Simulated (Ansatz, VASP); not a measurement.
## CoSi: VASP beside Ansatz

INCAR

```
SYSTEM = CoSi
ALGO     = Normal         ! electronic algorithm
EDIFF    = 1E-6           ! SCF threshold, eV
ENCUT    = 520            ! plane-wave cutoff, eV
GGA      = PE             ! functional
ISIF     = 2              ! what is computed and relaxed
ISMEAR   = 0              ! smearing method
ISPIN    = 2              ! spin polarisation
LASPH    = .TRUE.         ! aspherical terms in the spheres
LCHARG   = .FALSE.        ! write CHGCAR
LMAXMIX  = 4              ! l up to which the mixer works
LORBIT   = 11             ! projections on sites
LREAL    = .FALSE.        ! projectors in reciprocal space
LWAVE    = .FALSE.        ! write WAVECAR
MAGMOM   = 0.81 0         ! initial moments
NBANDS   = 18             ! bands
NELM     = 150            ! most SCF steps
PREC     = Accurate       ! precision mode
SIGMA    = 0.15           ! smearing width, eV
```

Contents of KPOINTS:

```
k-points
0
G
  18 18 18
  0 0 0
```

File POSCAR:

```
CoSi
1.0
    2.6978939800      0.0000000000      0.0000000000
    0.0000000000      2.6978939800      0.0000000000
    0.0000000000      0.0000000000      2.6978939800
Co Si
1 1
Direct
    0.0000000000      0.0000000000      0.0000000000
    0.5000000000      0.5000000000      0.5000000000
```

Input for Ansatz:

```yaml
crystal:
  lattice:
    - [2.69789398, 0.0, 0.0]
    - [0.0, 2.69789398, 0.0]
    - [0.0, 0.0, 2.69789398]
  atoms:
    - { symbol: Co, position: [0.0, 0.0, 0.0], spin: 0.81 }
    - { symbol: Si, position: [0.5, 0.5, 0.5] }
basis:
  ecutwfc: 420
kpoints:
  mp_grid: { grid: [18, 18, 18] }
hamiltonian:
  xc: pbe
scf:
  occupations: { method: gaussian, width: 0.15 }
output:
  forces: true
  stress: true
  eigenvalues: true
  populations: true
magnetization:
  spin_polarized: true
```

Change from the starting cell: strain -0.030 along x and y, -0.030 along z, atoms carried along.

Alike in both runs: task single point; functional PBE; k mesh 18 × 18 × 18; occupations gaussian, width 0.15 eV; collinear spin.

```csv
,VASP,Ansatz
version,VASP 6.6.1,Ansatz 0.2.0
potentials or method,"VASP PAW PBE potentials, release 64 (Co, Si)","scalar-relativistic, plane waves, PAW"
plane-wave cutoff (eV),520,420
valence electrons in the cell,13,21
```

VASP gave:

| Item | Value |
| --- | --- |
| gap on the k mesh at the Fermi level (eV) | none |
| pressure (GPa) | 24.1 |
| net moment per atom (μB) | 0.21 |
| size of the moment on the site where the two differ most (μB) | 0.41 |

Q: What did Ansatz give for the same quantities?

A: gap on the k mesh at the Fermi level (eV): none; pressure (GPa): 24.1; net moment per atom (μB): 0.22; size of the moment on the site where the two differ most (μB): 0.43.

Site moments also hang on the region over which each program counts them. A gap of «none» marks a metal or a gap that the smearing closes. The two sets of potentials don't hold the same shells in valence.

Caveats: so large a pressure means that the cell lies far from this level's equilibrium, or that cutoff or potentials fall short (VASP).
